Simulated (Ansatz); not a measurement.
# Nickel, hcp under PBE: from relaxation to bulk modulus, part 2 of 2

Aim: take nickel in the hcp structure, relax it, solve it on a dense k-mesh, switch on spin-orbit coupling, then scale the cell to 7 volumes from 88 to 112 % of the relaxed one and try a fit of the equation of state. The start is antiferromagnetic (alternate layers). The k-meshes are 14×14×8 for the relaxation; 24×24×13 for the dense run; 14×14×8 for spin-orbit coupling; 24×24×13 for the volumes.

Ansatz 0.2.0; DFT, PBE, plane waves (420 eV) with PAW, scalar-relativistic. Earlier steps stand in the parts before.

## 9. At 104 % of the relaxed volume

This is Ni in the hcp structure; at room conditions it is fcc.

Input file input.yaml:

```yaml
crystal:
  lattice:
    - [2.520877084, 0.0, 0.0]
    - [-1.260438542, 2.1831435945, 0.0]
    - [0.0, 0.0, 4.1314657378]
  atoms:
    - { symbol: Ni, position: [0.3333333333, 0.6666666667, 0.25], spin: 0.688 }
    - { symbol: Ni, position: [0.6666666667, 0.3333333333, 0.75], spin: 0.688 }
hamiltonian:
  xc: pbe
  pseudopotentials:
    kind: paw
    azcp:
      Ni: "pseudopotentials/Ni.paw.azcp"
basis:
  ecutwfc: 420
  fft_grid_basis: typed
kpoints:
  mp_grid: { grid: [24, 24, 13], shift: [0, 0, 0] }
magnetization:
  spin_polarized: true
scf:
  occupations: { method: fermi_dirac, width: 0.05 }
output:
  stress: true
```

Log, shortened:

```text
[...]
Pseudopotentials: kind: paw
Pseudopotential: Ni, paw, valence charge 18, recommended cutoff 420 eV (normal), <dir>
Functional definition: PBE
[...]
Crystal: 2 atoms, lattice volume = 22.737 Å³
Basis set: ecut = 420 eV, 451 PW (Γ)
Bands: 23, of which v1, the nominal top of the filled ones, is band 18 counted from 1 (17 counted from 0)
Symmetry: 24 space group operations
Space group: P63/mmc (ITA 194), of the structure as read, at distance tolerance 2.8e-5 Å
Magnetic group: BNS 194.263 (UNI 1493), of the structure as read, at distance tolerance 2.8e-5 Å
k-points: 427 of 7488
[...]
Starting moments: Σ|m| = 1.376 μB on 2 of 2 sites
[...]
SCF iter   1: F=—  HF=-11677.904860 eV  |F-HF|=—  |Δ(HF+E_count)|=         —  Δρ=8.54e-2 (↑1.74e-2 ↓8.54e-2)  dr2=7.92e-1  dr2_m=5.12e-1  M=1.764 μB ∫|m|=1.860 μB  β_m=0.30  ethr=2.20e-3  ⟨swp⟩=1.0  Hψ=99867  notcnv=0
[...]
SCF iter  10: F=-11679.384677 eV  HF=-11679.384677 eV  |F-HF|=1.09e-8  |Δ(HF+E_count)|=   4.52e-8  Δρ=5.35e-6 (↑4.42e-6 ↓5.35e-6)  dr2=1.26e-8  dr2_m=1.55e-10  M=1.319 μB ∫|m|=1.506 μB  ethr=2.78e-10  ⟨swp⟩=2.9  Hψ=68596  notcnv=0
[...]
SCF converged after 10 iterations
Magnetization: 1.3186 μB (18.6593 up, 17.3407 down)
Absolute magnetization: 1.5075 μB (∫|ρ↑−ρ↓|, with the PAW one-centre terms)
Spin contamination: 0.0152 ħ² per cell (⟨S²⟩ above its minimum at these occupations)
Per-site moments (μB) at R_I (Å): [(0.6993410297358681, 1.039861797135225), (0.6993410297358681, 1.039861797135225)]
Free energy (F): -11679.384677 eV
[...]
E sigma→0 (E₀):  -11679.366299 eV
Entropy (-TS):   -0.036755 eV (-18.378 meV/atom)
Fermi energy:    17.233281 eV
[...]
--- Stress (GPa, compression-positive) ---
       -7.251542       0.000000      -0.000000
        0.000000      -7.251542      -0.000000
       -0.000000      -0.000000      -6.761650
  P = ⅓ Tr σ = -7.0882 GPa (-70.882 kbar)
```

It took 61 s on 1 thread of an x86-64 CPU, shared host; peak memory 0.72 GiB.

## 10. At 108 % of the relaxed volume

Edit input.yaml of step 9 so:

```diff
@@ -2,5 +2,5 @@
   lattice:
-    - [2.520877084, 0.0, 0.0]
-    - [-1.260438542, 2.1831435945, 0.0]
-    - [0.0, 0.0, 4.1314657378]
+    - [2.5527903083, 0.0, 0.0]
+    - [-1.2763951542, 2.2107812576, 0.0]
+    - [0.0, 0.0, 4.1837683248]
   atoms:
```

Log, shortened:

```text
[...]
Pseudopotentials: kind: paw
Pseudopotential: Ni, paw, valence charge 18, recommended cutoff 420 eV (normal), <dir>
Functional definition: PBE
[...]
Crystal: 2 atoms, lattice volume = 23.612 Å³
Basis set: ecut = 420 eV, 463 PW (Γ)
Bands: 23, of which v1, the nominal top of the filled ones, is band 18 counted from 1 (17 counted from 0)
Symmetry: 24 space group operations
Space group: P63/mmc (ITA 194), of the structure as read, at distance tolerance 2.9e-5 Å
Magnetic group: BNS 194.263 (UNI 1493), of the structure as read, at distance tolerance 2.9e-5 Å
k-points: 427 of 7488
[...]
Starting moments: Σ|m| = 1.376 μB on 2 of 2 sites
[...]
SCF iter   1: F=—  HF=-11677.863274 eV  |F-HF|=—  |Δ(HF+E_count)|=         —  Δρ=8.00e-2 (↑2.18e-2 ↓8.00e-2)  dr2=6.09e-1  dr2_m=5.35e-1  M=1.779 μB ∫|m|=1.881 μB  β_m=0.30  ethr=1.69e-3  ⟨swp⟩=1.0  Hψ=99642  notcnv=0
[...]
SCF iter  10: F=-11679.330291 eV  HF=-11679.330291 eV  |F-HF|=3.66e-8  |Δ(HF+E_count)|=   3.89e-9  Δρ=1.04e-5 (↑7.34e-6 ↓1.04e-5)  dr2=4.61e-8  dr2_m=6.20e-10  M=1.335 μB ∫|m|=1.532 μB  ethr=1.55e-10  ⟨swp⟩=2.7  Hψ=71685  notcnv=0
[...]
SCF converged after 10 iterations
Magnetization: 1.3349 μB (18.6675 up, 17.3325 down)
Absolute magnetization: 1.5336 μB (∫|ρ↑−ρ↓|, with the PAW one-centre terms)
Spin contamination: 0.0165 ħ² per cell (⟨S²⟩ above its minimum at these occupations)
Per-site moments (μB) at R_I (Å): [(0.7092269585779395, 1.053026002192205), (0.7092269585779389, 1.053026002192205)]
Free energy (F): -11679.330291 eV
[...]
E sigma→0 (E₀):  -11679.311124 eV
Entropy (-TS):   -0.038333 eV (-19.166 meV/atom)
Fermi energy:    16.425845 eV
[...]
--- Stress (GPa, compression-positive) ---
      -12.772098      -0.000000      -0.000000
       -0.000000     -12.772098      -0.000000
       -0.000000      -0.000000     -12.301666
  P = ⅓ Tr σ = -12.6153 GPa (-126.153 kbar)
```

It took 49 s on 1 thread of an x86-64 CPU, shared host; peak memory 0.73 GiB.

## 11. At 112 % of the relaxed volume

Edit input.yaml of step 10 so:

```diff
@@ -2,5 +2,5 @@
   lattice:
-    - [2.5527903083, 0.0, 0.0]
-    - [-1.2763951542, 2.2107812576, 0.0]
-    - [0.0, 0.0, 4.1837683248]
+    - [2.5839249659, 0.0, 0.0]
+    - [-1.291962483, 2.237744662, 0.0]
+    - [0.0, 0.0, 4.2347949187]
   atoms:
```

Log, shortened:

```text
[...]
Pseudopotentials: kind: paw
Pseudopotential: Ni, paw, valence charge 18, recommended cutoff 420 eV (normal), <dir>
Functional definition: PBE
[...]
Crystal: 2 atoms, lattice volume = 24.486 Å³
Basis set: ecut = 420 eV, 489 PW (Γ)
Bands: 23, of which v1, the nominal top of the filled ones, is band 18 counted from 1 (17 counted from 0)
Symmetry: 24 space group operations
Space group: P63/mmc (ITA 194), of the structure as read, at distance tolerance 2.9e-5 Å
Magnetic group: BNS 194.263 (UNI 1493), of the structure as read, at distance tolerance 2.9e-5 Å
k-points: 427 of 7488
[...]
Starting moments: Σ|m| = 1.376 μB on 2 of 2 sites
[...]
SCF iter   1: F=—  HF=-11677.781628 eV  |F-HF|=—  |Δ(HF+E_count)|=         —  Δρ=7.48e-2 (↑2.62e-2 ↓7.48e-2)  dr2=4.52e-1  dr2_m=5.53e-1  M=1.792 μB ∫|m|=1.899 μB  β_m=0.30  ethr=1.26e-3  ⟨swp⟩=1.0  Hψ=98676  notcnv=0
[...]
SCF iter  11: F=-11679.249091 eV  HF=-11679.249091 eV  |F-HF|=8.05e-9  |Δ(HF+E_count)|=   2.01e-9  Δρ=6.34e-6 (↑2.02e-6 ↓6.34e-6)  dr2=1.01e-8  dr2_m=1.23e-9  M=1.350 μB ∫|m|=1.557 μB  ethr=2.16e-12  ⟨swp⟩=1.5  Hψ=60749  notcnv=0
[...]
SCF converged after 11 iterations
Magnetization: 1.3502 μB (18.6751 up, 17.3249 down)
Absolute magnetization: 1.5581 μB (∫|ρ↑−ρ↓|, with the PAW one-centre terms)
Spin contamination: 0.0179 ħ² per cell (⟨S²⟩ above its minimum at these occupations)
Per-site moments (μB) at R_I (Å): [(0.7184864404829009, 1.0658690484475062), (0.7184864404829006, 1.0658690484475062)]
Free energy (F): -11679.249091 eV
[...]
E sigma→0 (E₀):  -11679.229077 eV
Entropy (-TS):   -0.040027 eV (-20.014 meV/atom)
Fermi energy:    15.677033 eV
[...]
--- Stress (GPa, compression-positive) ---
      -17.106396       0.000000       0.000000
        0.000000     -17.106396       0.000000
        0.000000       0.000000     -16.664607
  P = ⅓ Tr σ = -16.9591 GPa (-169.591 kbar)
```

Wall time 58 s (1 thread of an x86-64 CPU, shared host); peak memory 0.73 GiB.

## 12. The equation of state

The cell was scaled evenly, with its shape and the fractional positions fixed.

```
V (Å³/atom)  E − E₀ (meV/atom)  P from the stress (GPa)  P from the fit (GPa)  largest moment (μB)
      9.620              122.2                    34.19                 34.09                 0.64
     10.057               49.3                    19.99                 19.86                 0.66
     10.494               11.0                     8.78                  8.64                 0.67
     10.931                0.0                    -0.08                 -0.21                 0.69
     11.369               10.5                    -7.09                 -7.22                 0.70
     11.806               38.1                   -12.62                -12.77                 0.71
     12.243               79.1                   -16.96                -17.14                 0.72
```

A third-order Birch-Murnaghan fit gives V₀ = 10.919 Å³/atom, B₀ = 198 GPa and B₀′ = 4.8; it misses no point by more than 0.02 meV/atom.

Fit and stress differ a little: one follows E(σ → 0), the other the smeared free energy.

## 13. What came out

The summary covers parts 1 to 2.

| quantity | value |
| --- | --- |
| space group (spins left aside) | P6_3/mmc (No. 194) |
| conventional cell | a = 2.488 Å, c = 4.078 Å (c/a = 1.639) |
| volume | 10.931 Å³/atom |
| shortest distance | 2.488 Å |
| gap on the mesh | none (levels filled in part) |
| magnetic state | ferromagnetic, up to 0.69 μB per atom |
| relative to fcc, ferromagnetic | +27 meV/atom |
| magnetic state with spin-orbit coupling | ferromagnetic, up to 0.67 μB per atom |
| V₀, B₀, B₀′ | 10.919 Å³/atom, 198 GPa, 4.8 |

**Reading.** From the guessed start the volume shrank by 0.1 % in 5 steps. Against the reference form of nickel (fcc, ferromagnetic, computed apart with the same settings) it stands 27 meV/atom higher. The final state is ferromagnetic (largest moment 0.69 μB). That is not the order it started in. No gap shows: it is a metal or semimetal at this level. In the spin-orbit run the largest spin moment goes from 0.69 to 0.67 μB; mesh and site projection of the two kinds of run can differ, so the change can't be laid on spin-orbit coupling. The total energy of the spin-orbit run lies -0.31 eV/atom from the scalar one, but the two kinds of run don't share a zero of energy: only differences within one kind count. B₀ comes out at 198 GPa; letting shape and positions relax at each volume could only lower it. Relaxation kept the symmetry; phonons were not checked.
